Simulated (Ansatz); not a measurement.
# BAs3: the cost of one run

Program: Ansatz 0.2.0. Level of theory: DFT r2SCAN, scalar-relativistic, plane waves, PAW. These are calculated values, not measurements.

### Step 1. Starting point

The structure is cubic, space group Pm-3n (No. 223). The conventional cell has a = 5.226 Å, b = 5.226 Å, c = 5.226 Å, α = 90.00°, β = 90.00°, γ = 90.00°. B (site symmetry m-3) is surrounded by 12 As at 2.92 Å. Around As (site symmetry -4m2) lie 2 As at 2.61 Å and 4 B at 2.92 Å.

Coordinates:

```xyz
8
Lattice="5.2264 0.0000 0.0000 0.0000 5.2264 0.0000 0.0000 0.0000 5.2264" Properties=species:S:1:pos:R:3 pbc="T T T"
B     0.0000    0.0000    0.0000
B     2.6132    2.6132    2.6132
As    0.0000    2.6132    1.3066
As    0.0000    2.6132    3.9198
As    1.3066    0.0000    2.6132
As    3.9198    0.0000    2.6132
As    2.6132    3.9198    0.0000
As    2.6132    1.3066    0.0000
```

This is candidate A: A15 type (Pm-3n, No. 223).

(A quick probe on a coarse mesh, which set the mesh and smearing, is not shown.)

### Step 3. Rough relaxation on the coarse mesh (candidate A)

File input.yaml:

```yaml
crystal:
  lattice:
    - [5.2263673651, 0.0, 0.0]
    - [0.0, 5.2263673651, 0.0]
    - [0.0, 0.0, 5.2263673651]
  atoms:
    - { symbol: B, position: [0.0, 0.0, 0.0] }
    - { symbol: B, position: [0.5, 0.5, 0.5] }
    - { symbol: As, position: [0.0, 0.5, 0.25] }
    - { symbol: As, position: [0.0, 0.5, 0.75] }
    - { symbol: As, position: [0.25, 0.0, 0.5] }
    - { symbol: As, position: [0.75, 0.0, 0.5] }
    - { symbol: As, position: [0.5, 0.75, 0.0] }
    - { symbol: As, position: [0.5, 0.25, 0.0] }
basis:
  ecutwfc: 500
kpoints:
  mp_grid: { grid: [4, 4, 4] }
hamiltonian:
  xc: r2scan
scf:
  occupations: { method: gaussian, width: 0.1 }
  lower_state_search: "off"
output:
  forces: true
  stress: true
  eigenvalues: true
relax:
  adjacent_minimum: "off"
  f_tol: 0.04
  max_steps: 70
  cell: { stress_tol: 0.4 }
```

On the command line:

```sh
$ ansatz run input.yaml --threads 1 --pin off --max-ram 2560MiB --backend cpu --events-out ev --progress --plain --runs-dir out
```

Q: Estimate wall time and peak memory on 1 thread of Arm Neoverse V2, shared host.

About 60 s, with a peak of 0.69 GiB.
